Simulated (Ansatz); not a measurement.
Bulk crystal (Al$_{2}$Cu) after relaxation:

```
Al Cu
1.0
    -2.99655    2.99655    2.41392
     2.99655   -2.99655    2.41392
     2.99655    2.99655   -2.41392
Al Cu
4 2
Direct
  0.15932 0.65932 0.81864
  0.65932 0.84068 0.50000
  0.84068 0.34068 0.18136
  0.34068 0.15932 0.50000
  0.75000 0.75000 0.00000
  0.25000 0.25000 0.00000
```

Miller indices refer to the conventional cell of I4/mcm (No. 140), a = 5.993 Å, b = 5.993 Å, c = 4.828 Å, α = 90.00°, β = 90.00°, γ = 90.00°.

The (110) slab of 11 planes, 10.0 Å thick with 15 Å of vacuum as cut; outer planes Al (top) and Al (bottom).

All numbers below come from DFT PBEsol, scalar-relativistic, plane waves, PAW in Ansatz. Plane waves to 420 eV, a k mesh through Γ of 8×8×1 on the computed 16-atom cell and Gaussian smearing (0.10 eV); no spin polarisation. A dipole correction removes the field between periodic images along c.

The slab isn't stoichiometric (Al5Cu3), so its surface energy depends on the chemical potentials; it is given with the excess atoms taken from the element's standard state, a limit at which the compound may itself be unstable, so the figure can be too low.

Results for the relaxed slab:

```json
{"Surface energy with the excess atoms taken from the elements": "1.12 J/m²", "Work function": "4.33 eV"}
```

Relaxation lowers the energy by 0.120 J/m² a face; the largest move is 0.293 Å.

```tsv
plane (bottom to top)	atoms	spacing to next, bulk (Å)	relaxed (Å)	change (%)
1	Al	0.769	0.513	-33.2
2	Cu2	0.769	0.631	-17.9
3	Al	1.350	1.478	+9.4
4	Al2	1.350	1.304	-3.4
5	Al	0.769	0.788	+2.5
6	Cu2	0.769	0.788	+2.5
7	Al	1.350	1.304	-3.4
8	Al2	1.350	1.478	+9.4
9	Al	0.769	0.631	-17.9
10	Cu2	0.769	0.513	-33.2
11	Al
```